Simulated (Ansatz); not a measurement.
# MgO: the cost of one run

Computed with Ansatz 0.2.0 (DFT, scalar-relativistic, functionals as named in each step, unless a step's input says otherwise).

The COD cell was measured well above room temperature, so it is larger than a cold one.

## (1) The system as given

It takes space group Fm-3m (No. 225, cubic). Conventional cell: a = 4.270 Å, b = 4.270 Å, c = 4.270 Å, α = 90.00°, β = 90.00°, γ = 90.00°. Mg (site symmetry m-3m) has 6 O at 2.14 Å in its first shell of neighbours. O (site symmetry m-3m) is surrounded by 6 Mg at 2.14 Å.

As a file:

```cif
data_structure
_symmetry_space_group_name_H-M 'P 1'
_symmetry_Int_Tables_number 1
_cell_length_a 3.0196
_cell_length_b 3.0196
_cell_length_c 3.0196
_cell_angle_alpha 60.000
_cell_angle_beta 60.000
_cell_angle_gamma 60.000
_cell_volume 19.47
loop_
_atom_site_label
_atom_site_type_symbol
_atom_site_fract_x
_atom_site_fract_y
_atom_site_fract_z
_atom_site_occupancy
Mg1 Mg 0.00000 0.00000 0.00000 1
O1 O 0.50000 0.50000 0.50000 1
```

Atoms are numbered in the order of the input: Mg1, O2.

## (2) LDA, LAPW

Input file input.yaml:

```yaml
crystal:
  lattice:
    - [0.0, 2.13515, 2.13515]
    - [2.13515, 0.0, 2.13515]
    - [2.13515, 2.13515, 0.0]
  atoms:
    - { symbol: Mg, position: [0.0, 0.0, 0.0] }
    - { symbol: O, position: [0.5, 0.5, 0.5] }
kpoints:
  mp_grid: { grid: [11, 11, 11] }
  band_path:
    path:
      - [0.0, 0.0, 0.0]
      - [0.5, 0.0, 0.5]
      - [0.625, 0.25, 0.625]
      - [0.375, 0.375, 0.75]
      - [0.0, 0.0, 0.0]
      - [0.5, 0.5, 0.5]
      - [0.5, 0.25, 0.75]
      - [0.5, 0.0, 0.5]
    npoints: 5
scf:
  occupations: { method: fermi_dirac, width: 0.01 }
hamiltonian:
  xc: lda
  pseudopotentials: { kind: all_electron, lapw: { basis_error: 0.001 } }
output:
  forces: true
  stress: true
  eigenvalues: true
```

Started as:

```sh
$ ansatz run input.yaml --threads 1 --pin off --max-ram 2048MiB --backend cpu --events-out ev --progress --plain --runs-dir out
```

What time and memory should one allow on 1 thread of Arm Neoverse V1, shared host?

About 7.2 s, with a peak of 0.26 GiB.
